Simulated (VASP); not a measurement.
# CoSi (Pm-3m) in VASP: a series of runs, part 3 of 9

VASP 6.6.1.

### 23 Equation of state, PBEsol, collinear spin, ferromagnetic start, 11.08 Å³/atom

INCAR reads:

```
PREC = Accurate
ENCUT = 400
EDIFF = 1E-7
ISMEAR = 1
SIGMA = 0.15
LREAL = False
LASPH = True
NELM = 100
ALGO = Normal
ISIF = 2
LWAVE = False
LCHARG = False
ISPIN = 2
MAGMOM = 2 0
LORBIT = 11
LMAXMIX = 4
GGA = PS
ADDGRID = False
```

KPOINTS reads:

```
Automatic mesh
0
Gamma
  9 9 9
```

POSCAR reads:

```
CoSi
1.0
    2.8088737514      0.0000000000      0.0000000000
    0.0000000000      2.8088737514      0.0000000000
    0.0000000000      0.0000000000      2.8088737514
Co Si
1 1
Direct
    0.0000000000      0.0000000000      0.0000000000
    0.5000000000      0.5000000000      0.5000000000
```

On the command line:

```bash
$ cat potpaw_PBE.64/Co/POTCAR potpaw_PBE.64/Si/POTCAR > POTCAR
$ mpirun -np 1 vasp_std > vasp.out
```

It took 6 s on 1 thread of Intel Xeon 6975P-C (Granite Rapids), shared host; peak memory 0.13 GiB.

The run converged, but some of its settings lie outside the range that counts as converged, so its numbers aren't taken as properties of the crystal.

What came out:

```yaml
Free_energy: -14.5002 eV
Pressure: -11.5 GPa
Band_gap_on_the_k_mesh: none (metal or under the smearing width)
Net_moment: 0.48 μB per cell
Site_moments: Co +0.49; Si +0.01 μB
Valence_electrons_inside_the_program's_atomic_spheres: Co 8.54; Si 1.56
```

Caveat: the PAW data sets were made with another functional, which shifts forces and pressure a little.

### 24 Equation of state, PBEsol, collinear spin, ferromagnetic start, 10.44 Å³/atom

INCAR, as its differences from that of step 23:

```diff
@@ -1,3 +1,3 @@
 PREC = Accurate
-ENCUT = 400
+ENCUT = 350
 EDIFF = 1E-7
```

KPOINTS reads:

```
Automatic mesh
0
Gamma
  10 10 10
```

POSCAR reads:

```
CoSi
1.0
    2.7532377962      0.0000000000      0.0000000000
    0.0000000000      2.7532377962      0.0000000000
    0.0000000000      0.0000000000      2.7532377962
Co Si
1 1
Direct
    0.0000000000      0.0000000000      0.0000000000
    0.5000000000      0.5000000000      0.5000000000
```

Potentials or basis: VASP PAW PBE potentials, release 64 (Co, Si).

On the command line:

```bash
$ cat potpaw_PBE.64/Co/POTCAR potpaw_PBE.64/Si/POTCAR > POTCAR
$ mpirun -np 1 vasp_std > vasp.out
```

Wall time 7.7 s (1 thread of Intel Xeon 6975P-C (Granite Rapids), shared host); peak memory 0.13 GiB.

These settings aren't checked as converged: the numbers below hold their error.

What came out:

* Free energy: -14.5523 eV
* Pressure: -0.1 GPa
* Band gap on the k mesh: none (metal or under the smearing width)
* Net moment: 0.51 μB per cell
* Site moments: Co +0.51; Si +0.01 μB
* Valence electrons inside the program's atomic spheres: Co 8.69; Si 1.59

Caveat: the PAW data sets were made with another functional, which shifts forces and pressure a little.

### 25 Equation of state, PBEsol, collinear spin, ferromagnetic start, 11.08 Å³/atom

INCAR is that of step 24.

KPOINTS is that of step 24.

POSCAR reads:

```
CoSi
1.0
    2.8088737514      0.0000000000      0.0000000000
    0.0000000000      2.8088737514      0.0000000000
    0.0000000000      0.0000000000      2.8088737514
Co Si
1 1
Direct
    0.0000000000      0.0000000000      0.0000000000
    0.5000000000      0.5000000000      0.5000000000
```

On the command line:

```bash
$ cat potpaw_PBE.64/Co/POTCAR potpaw_PBE.64/Si/POTCAR > POTCAR
$ mpirun -np 1 vasp_std > vasp.out
```

Run time: 8 s. Hardware: 1 thread of Intel Xeon 6975P-C (Granite Rapids), shared host; peak memory 0.13 GiB.

These settings aren't checked as converged: the numbers below hold their error.

What came out:

```yaml
Free_energy: -14.5039 eV
Pressure: -12.3 GPa
Band_gap_on_the_k_mesh: none (metal or under the smearing width)
Net_moment: 0.54 μB per cell
Site_moments: Co +0.55; Si +0.01 μB
Valence_electrons_inside_the_program's_atomic_spheres: Co 8.54; Si 1.55
```

Caveat: the PAW data sets were made with another functional, which shifts forces and pressure a little.

### 26 Equation of state, PBEsol, collinear spin, ferromagnetic start, 10.44 Å³/atom

INCAR, as its differences from that of step 25:

```diff
@@ -1,3 +1,3 @@
 PREC = Accurate
-ENCUT = 350
+ENCUT = 450
 EDIFF = 1E-7
```

KPOINTS reads:

```
Automatic mesh
0
Gamma
  9 9 9
```

POSCAR reads:

```
CoSi
1.0
    2.7532377962      0.0000000000      0.0000000000
    0.0000000000      2.7532377962      0.0000000000
    0.0000000000      0.0000000000      2.7532377962
Co Si
1 1
Direct
    0.0000000000      0.0000000000      0.0000000000
    0.5000000000      0.5000000000      0.5000000000
```

On the command line:

```bash
$ cat potpaw_PBE.64/Co/POTCAR potpaw_PBE.64/Si/POTCAR > POTCAR
$ mpirun -np 1 vasp_std > vasp.out
```

Wall time 6.9 s (1 thread of Intel Xeon 6975P-C (Granite Rapids), shared host); peak memory 0.13 GiB.

The run converged, but some of its settings lie outside the range that counts as converged, so its numbers aren't taken as properties of the crystal.

What came out:

```
Free energy                                           : -14.5466 eV
Pressure                                              : -0.7 GPa
Band gap on the k mesh                                : none (metal or under the smearing width)
Net moment                                            : 0.41 μB per cell
Site moments                                          : Co +0.40; Si +0.01 μB
Valence electrons inside the program's atomic spheres : Co 8.70; Si 1.58
```

Caveat: the PAW data sets were made with another functional, which shifts forces and pressure a little.

### 27 Equation of state, PBEsol, collinear spin, ferromagnetic start, 11.08 Å³/atom

INCAR is that of step 26.

KPOINTS is that of step 26.

POSCAR reads:

```
CoSi
1.0
    2.8088737514      0.0000000000      0.0000000000
    0.0000000000      2.8088737514      0.0000000000
    0.0000000000      0.0000000000      2.8088737514
Co Si
1 1
Direct
    0.0000000000      0.0000000000      0.0000000000
    0.5000000000      0.5000000000      0.5000000000
```

Potentials or basis: VASP PAW PBE potentials, release 64 (Co, Si).

On the command line:

```bash
$ cat potpaw_PBE.64/Co/POTCAR potpaw_PBE.64/Si/POTCAR > POTCAR
$ mpirun -np 1 vasp_std > vasp.out
```

Wall time 7.2 s (1 thread of Intel Xeon 6975P-C (Granite Rapids), shared host); peak memory 0.13 GiB.

The run converged, but some of its settings lie outside the range that counts as converged, so its numbers aren't taken as properties of the crystal.

Results:

```yaml
Free_energy: -14.4991 eV
Pressure: -11.3 GPa
Band_gap_on_the_k_mesh: none (metal or under the smearing width)
Net_moment: 0.48 μB per cell
Site_moments: Co +0.49; Si +0.01 μB
Valence_electrons_inside_the_program's_atomic_spheres: Co 8.54; Si 1.56
```

Caveat: the PAW data sets were made with another functional, which shifts forces and pressure a little.

### 28 Equation of state, PBEsol, collinear spin, ferromagnetic start, 10.44 Å³/atom

INCAR, as its differences from that of step 27:

```diff
@@ -1,3 +1,3 @@
 PREC = Accurate
-ENCUT = 450
+ENCUT = 400
 EDIFF = 1E-7
```

KPOINTS reads:

```
Automatic mesh
0
Gamma
  10 10 10
```

POSCAR reads:

```
CoSi
1.0
    2.7532377962      0.0000000000      0.0000000000
    0.0000000000      2.7532377962      0.0000000000
    0.0000000000      0.0000000000      2.7532377962
Co Si
1 1
Direct
    0.0000000000      0.0000000000      0.0000000000
    0.5000000000      0.5000000000      0.5000000000
```

On the command line:

```bash
$ cat potpaw_PBE.64/Co/POTCAR potpaw_PBE.64/Si/POTCAR > POTCAR
$ mpirun -np 1 vasp_std > vasp.out
```

Run time: 7.9 s. Hardware: 1 thread of Intel Xeon 6975P-C (Granite Rapids), shared host; peak memory 0.13 GiB.

These settings aren't checked as converged: the numbers below hold their error.

What came out:

* Free energy: -14.5519 eV
* Pressure: 0.0 GPa
* Band gap on the k mesh: none (metal or under the smearing width)
* Net moment: 0.51 μB per cell
* Site moments: Co +0.51; Si +0.01 μB
* Valence electrons inside the program's atomic spheres: Co 8.69; Si 1.59

Caveat: the PAW data sets were made with another functional, which shifts forces and pressure a little.

### 29 Equation of state, PBEsol, collinear spin, ferromagnetic start, 11.08 Å³/atom

INCAR is that of step 28.

KPOINTS is that of step 28.

POSCAR reads:

```
CoSi
1.0
    2.8088737514      0.0000000000      0.0000000000
    0.0000000000      2.8088737514      0.0000000000
    0.0000000000      0.0000000000      2.8088737514
Co Si
1 1
Direct
    0.0000000000      0.0000000000      0.0000000000
    0.5000000000      0.5000000000      0.5000000000
```

On the command line:

```bash
$ cat potpaw_PBE.64/Co/POTCAR potpaw_PBE.64/Si/POTCAR > POTCAR
$ mpirun -np 1 vasp_std > vasp.out
```

Run time: 8.1 s. Hardware: 1 thread of Intel Xeon 6975P-C (Granite Rapids), shared host; peak memory 0.13 GiB.

These settings aren't checked as converged: the numbers below hold their error.

Results:

```yaml
Free_energy: -14.5025 eV
Pressure: -12.3 GPa
Band_gap_on_the_k_mesh: none (metal or under the smearing width)
Net_moment: 0.54 μB per cell
Site_moments: Co +0.55; Si +0.01 μB
Valence_electrons_inside_the_program's_atomic_spheres: Co 8.54; Si 1.55
```

Caveat: the PAW data sets were made with another functional, which shifts forces and pressure a little.

### 30 Equation of state, PBEsol, collinear spin, ferromagnetic start, 10.44 Å³/atom

INCAR, as its differences from that of step 29:

```diff
@@ -1,3 +1,3 @@
 PREC = Accurate
-ENCUT = 400
+ENCUT = 300
 EDIFF = 1E-7
```

KPOINTS reads:

```
Automatic mesh
0
Gamma
  12 12 12
```

POSCAR reads:

```
CoSi
1.0
    2.7532377962      0.0000000000      0.0000000000
    0.0000000000      2.7532377962      0.0000000000
    0.0000000000      0.0000000000      2.7532377962
Co Si
1 1
Direct
    0.0000000000      0.0000000000      0.0000000000
    0.5000000000      0.5000000000      0.5000000000
```

Potentials or basis: VASP PAW PBE potentials, release 64 (Co, Si).

On the command line:

```bash
$ cat potpaw_PBE.64/Co/POTCAR potpaw_PBE.64/Si/POTCAR > POTCAR
$ mpirun -np 1 vasp_std > vasp.out
```

It took 5.9 s on 1 thread of Intel Xeon 6975P-C (Granite Rapids), shared host; peak memory 0.13 GiB.

The run converged, but some of its settings lie outside the range that counts as converged, so its numbers aren't taken as properties of the crystal.

Results:

| Item | Value |
| --- | --- |
| Free energy | -14.5449 eV |
| Band gap on the k mesh | none (metal or under the smearing width) |
| Net moment | 0.45 μB per cell |
| Site moments | Co +0.45; Si +0.01 μB |
| Valence electrons inside the program's atomic spheres | Co 8.68; Si 1.59 |

Caveat: the cutoff is under 1.25 times the usual one of these potentials, so pressure, stress and relaxed cells hold a basis-set (Pulay) error; the PAW data sets were made with another functional, which shifts forces and pressure a little.

### 31 Equation of state, PBEsol, collinear spin, ferromagnetic start, 11.08 Å³/atom

INCAR is that of step 30.

KPOINTS is that of step 30.

POSCAR reads:

```
CoSi
1.0
    2.8088737514      0.0000000000      0.0000000000
    0.0000000000      2.8088737514      0.0000000000
    0.0000000000      0.0000000000      2.8088737514
Co Si
1 1
Direct
    0.0000000000      0.0000000000      0.0000000000
    0.5000000000      0.5000000000      0.5000000000
```

On the command line:

```bash
$ cat potpaw_PBE.64/Co/POTCAR potpaw_PBE.64/Si/POTCAR > POTCAR
$ mpirun -np 1 vasp_std > vasp.out
```

Wall time 6 s (1 thread of Intel Xeon 6975P-C (Granite Rapids), shared host); peak memory 0.12 GiB.

These settings aren't checked as converged: the numbers below hold their error.

Results:

- Free energy: -14.4949 eV
- Band gap on the k mesh: none (metal or under the smearing width)
- Net moment: 0.61 μB per cell
- Site moments: Co +0.60; Si +0.02 μB
- Valence electrons inside the program's atomic spheres: Co 8.53; Si 1.56

Caveat: the cutoff is under 1.25 times the usual one of these potentials, so pressure, stress and relaxed cells hold a basis-set (Pulay) error; the PAW data sets were made with another functional, which shifts forces and pressure a little.

### 32 Equation of state, PBEsol, collinear spin, ferromagnetic start, 10.44 Å³/atom

INCAR, as its differences from that of step 31:

```diff
@@ -1,3 +1,3 @@
 PREC = Accurate
-ENCUT = 300
+ENCUT = 550
 EDIFF = 1E-7
```

KPOINTS reads:

```
Automatic mesh
0
Gamma
  9 9 9
```

POSCAR reads:

```
CoSi
1.0
    2.7532377962      0.0000000000      0.0000000000
    0.0000000000      2.7532377962      0.0000000000
    0.0000000000      0.0000000000      2.7532377962
Co Si
1 1
Direct
    0.0000000000      0.0000000000      0.0000000000
    0.5000000000      0.5000000000      0.5000000000
```

On the command line:

```bash
$ cat potpaw_PBE.64/Co/POTCAR potpaw_PBE.64/Si/POTCAR > POTCAR
$ mpirun -np 1 vasp_std > vasp.out
```

It took 7.8 s on 1 thread of Intel Xeon 6975P-C (Granite Rapids), shared host; peak memory 0.15 GiB.

These settings aren't checked as converged: the numbers below hold their error.

Results:

| Item | Value |
| --- | --- |
| Free energy | -14.5464 eV |
| Pressure | -0.7 GPa |
| Band gap on the k mesh | none (metal or under the smearing width) |
| Net moment | 0.41 μB per cell |
| Site moments | Co +0.40; Si +0.01 μB |
| Valence electrons inside the program's atomic spheres | Co 8.70; Si 1.58 |

Caveat: the PAW data sets were made with another functional, which shifts forces and pressure a little.

### 33 Equation of state, PBEsol, collinear spin, ferromagnetic start, 11.08 Å³/atom

INCAR is that of step 32.

KPOINTS is that of step 32.

POSCAR reads:

```
CoSi
1.0
    2.8088737514      0.0000000000      0.0000000000
    0.0000000000      2.8088737514      0.0000000000
    0.0000000000      0.0000000000      2.8088737514
Co Si
1 1
Direct
    0.0000000000      0.0000000000      0.0000000000
    0.5000000000      0.5000000000      0.5000000000
```

Potentials or basis: VASP PAW PBE potentials, release 64 (Co, Si).

On the command line:

```bash
$ cat potpaw_PBE.64/Co/POTCAR potpaw_PBE.64/Si/POTCAR > POTCAR
$ mpirun -np 1 vasp_std > vasp.out
```

It took 8.1 s on 1 thread of Intel Xeon 6975P-C (Granite Rapids), shared host; peak memory 0.15 GiB.

These settings aren't checked as converged: the numbers below hold their error.

Results:

| Quantity | Value |
| --- | --- |
| Free energy | -14.4988 eV |
| Pressure | -11.2 GPa |
| Band gap on the k mesh | none (metal or under the smearing width) |
| Net moment | 0.48 μB per cell |
| Site moments | Co +0.49; Si +0.01 μB |
| Valence electrons inside the program's atomic spheres | Co 8.54; Si 1.56 |

Caveat: the PAW data sets were made with another functional, which shifts forces and pressure a little.

### 34 Equation of state, PBEsol, collinear spin, ferromagnetic start, 10.44 Å³/atom

INCAR, as its differences from that of step 33:

```diff
@@ -1,3 +1,3 @@
 PREC = Accurate
-ENCUT = 550
+ENCUT = 450
 EDIFF = 1E-7
```

KPOINTS reads:

```
Automatic mesh
0
Gamma
  10 10 10
```

POSCAR reads:

```
CoSi
1.0
    2.7532377962      0.0000000000      0.0000000000
    0.0000000000      2.7532377962      0.0000000000
    0.0000000000      0.0000000000      2.7532377962
Co Si
1 1
Direct
    0.0000000000      0.0000000000      0.0000000000
    0.5000000000      0.5000000000      0.5000000000
```

On the command line:

```bash
$ cat potpaw_PBE.64/Co/POTCAR potpaw_PBE.64/Si/POTCAR > POTCAR
$ mpirun -np 1 vasp_std > vasp.out
```

Run time: 9.6 s. Hardware: 1 thread of Intel Xeon 6975P-C (Granite Rapids), shared host; peak memory 0.14 GiB.

The run converged, but some of its settings lie outside the range that counts as converged, so its numbers aren't taken as properties of the crystal.

Results:

- Free energy: -14.5509 eV
- Pressure: 0.2 GPa
- Band gap on the k mesh: none (metal or under the smearing width)
- Net moment: 0.51 μB per cell
- Site moments: Co +0.51; Si +0.01 μB
- Valence electrons inside the program's atomic spheres: Co 8.70; Si 1.59

Caveat: the PAW data sets were made with another functional, which shifts forces and pressure a little.

### 35 Equation of state, PBEsol, collinear spin, ferromagnetic start, 11.08 Å³/atom

INCAR is that of step 34.

KPOINTS is that of step 34.

POSCAR reads:

```
CoSi
1.0
    2.8088737514      0.0000000000      0.0000000000
    0.0000000000      2.8088737514      0.0000000000
    0.0000000000      0.0000000000      2.8088737514
Co Si
1 1
Direct
    0.0000000000      0.0000000000      0.0000000000
    0.5000000000      0.5000000000      0.5000000000
```

On the command line:

```bash
$ cat potpaw_PBE.64/Co/POTCAR potpaw_PBE.64/Si/POTCAR > POTCAR
$ mpirun -np 1 vasp_std > vasp.out
```

It took 9.5 s on 1 thread of Intel Xeon 6975P-C (Granite Rapids), shared host; peak memory 0.14 GiB.

The run converged, but some of its settings lie outside the range that counts as converged, so its numbers aren't taken as properties of the crystal.

What came out:

```
Free energy                                           : -14.5013 eV
Pressure                                              : -12.1 GPa
Band gap on the k mesh                                : none (metal or under the smearing width)
Net moment                                            : 0.54 μB per cell
Site moments                                          : Co +0.55; Si +0.01 μB
Valence electrons inside the program's atomic spheres : Co 8.54; Si 1.55
```

Caveat: the PAW data sets were made with another functional, which shifts forces and pressure a little.

### 36 Equation of state, PBEsol, collinear spin, ferromagnetic start, 10.44 Å³/atom

INCAR, as its differences from that of step 35:

```diff
@@ -1,3 +1,3 @@
 PREC = Accurate
-ENCUT = 450
+ENCUT = 350
 EDIFF = 1E-7
```

KPOINTS reads:

```
Automatic mesh
0
Gamma
  12 12 12
```

POSCAR reads:

```
CoSi
1.0
    2.7532377962      0.0000000000      0.0000000000
    0.0000000000      2.7532377962      0.0000000000
    0.0000000000      0.0000000000      2.7532377962
Co Si
1 1
Direct
    0.0000000000      0.0000000000      0.0000000000
    0.5000000000      0.5000000000      0.5000000000
```

Potentials or basis: VASP PAW PBE potentials, release 64 (Co, Si).

On the command line:

```bash
$ cat potpaw_PBE.64/Co/POTCAR potpaw_PBE.64/Si/POTCAR > POTCAR
$ mpirun -np 1 vasp_std > vasp.out
```

Run time: 10 s. Hardware: 1 thread of Intel Xeon 6975P-C (Granite Rapids), shared host; peak memory 0.13 GiB.

These settings aren't checked as converged: the numbers below hold their error.

What came out:

- Free energy: -14.5497 eV
- Pressure: -0.8 GPa
- Band gap on the k mesh: none (metal or under the smearing width)
- Net moment: 0.45 μB per cell
- Site moments: Co +0.45; Si +0.01 μB
- Valence electrons inside the program's atomic spheres: Co 8.69; Si 1.59

Caveat: the PAW data sets were made with another functional, which shifts forces and pressure a little.

### 37 Equation of state, PBEsol, collinear spin, ferromagnetic start, 11.08 Å³/atom

INCAR is that of step 36.

KPOINTS is that of step 36.

POSCAR reads:

```
CoSi
1.0
    2.8088737514      0.0000000000      0.0000000000
    0.0000000000      2.8088737514      0.0000000000
    0.0000000000      0.0000000000      2.8088737514
Co Si
1 1
Direct
    0.0000000000      0.0000000000      0.0000000000
    0.5000000000      0.5000000000      0.5000000000
```

On the command line:

```bash
$ cat potpaw_PBE.64/Co/POTCAR potpaw_PBE.64/Si/POTCAR > POTCAR
$ mpirun -np 1 vasp_std > vasp.out
```

Run time: 10 s. Hardware: 1 thread of Intel Xeon 6975P-C (Granite Rapids), shared host; peak memory 0.14 GiB.

These settings aren't checked as converged: the numbers below hold their error.

What came out:

* Free energy: -14.4985 eV
* Pressure: -11.9 GPa
* Band gap on the k mesh: none (metal or under the smearing width)
* Net moment: 0.61 μB per cell
* Site moments: Co +0.60; Si +0.02 μB
* Valence electrons inside the program's atomic spheres: Co 8.53; Si 1.56

Caveat: the PAW data sets were made with another functional, which shifts forces and pressure a little.

(Continued in part 4 of 9.)
